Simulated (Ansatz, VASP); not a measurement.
## AlFe: VASP beside Ansatz

Contents of INCAR:

```
ALGO = Normal
EDIFF = 1E-7
ENCUT = 520
GGA = PE
ISIF = 2
ISMEAR = -1
ISPIN = 2
LASPH = T
LCHARG = F
LMAXMIX = 4
LORBIT = 11
LREAL = F
LWAVE = F
MAGMOM = 3 0
NBANDS = 16
NELM = 120
PREC = Accurate
SIGMA = 0.05
```

Contents of KPOINTS:

```
k-points
0
Gamma
  9 9 9
```

Contents of POSCAR:

```
AlFe
1.0
    2.9670733132      0.0000000000      0.0000000000
    0.0000000000      2.9670733132      0.0000000000
    0.0000000000      0.0000000000      2.9670733132
Fe Al
1 1
Direct
    0.5000000000      0.5000000000      0.5000000000
    0.0000000000      0.0000000000      0.0000000000
```

File input.yaml:

```yaml
crystal:
  lattice:
    - [2.9670733132, 0.0, 0.0]
    - [0.0, 2.9670733132, 0.0]
    - [0.0, 0.0, 2.9670733132]
  atoms:
    - { symbol: Fe, position: [0.5, 0.5, 0.5], spin: 3.0 }
    - { symbol: Al, position: [0.0, 0.0, 0.0] }
hamiltonian:
  xc: pbe
  pseudopotentials: { kind: paw }
magnetization:
  spin_polarized: true
kpoints:
  mp_grid: { grid: [9, 9, 9] }
scf:
  occupations: { method: fermi_dirac, width: 0.05 }
output:
  forces: true
  stress: true
  eigenvalues: true
```

Change from the starting cell: volume scaled by 1.06.

Alike in both runs: task single point; functional PBE; k mesh 9 × 9 × 9; occupations fermi-dirac, width 0.05 eV; collinear spin, ferromagnetic start.

|  | VASP | Ansatz |
| --- | --- | --- |
| version | VASP 6.6.1 | Ansatz 0.2.0 |
| potentials or method | VASP PAW PBE potentials, release 64 (Fe, Al) | Ansatz PAW |
| plane-wave cutoff (eV) | 520 | 420 |
| valence electrons in the cell | 11 | 19 |

```tsv
	VASP	Ansatz	Ansatz less VASP
gap on the k mesh at the Fermi level (eV)	none	none	-
pressure (GPa)	-13.7	-13.7	0.00
net moment per atom (μB)	0.35	0.36	+0.003
size of the moment on the site where the two differ most (μB)	0.03	0.04	+0.010
```

Site moments also hang on the region over which each program counts them. A gap of «none» marks a metal or a gap that the smearing closes. The two sets of potentials don't hold the same shells in valence.
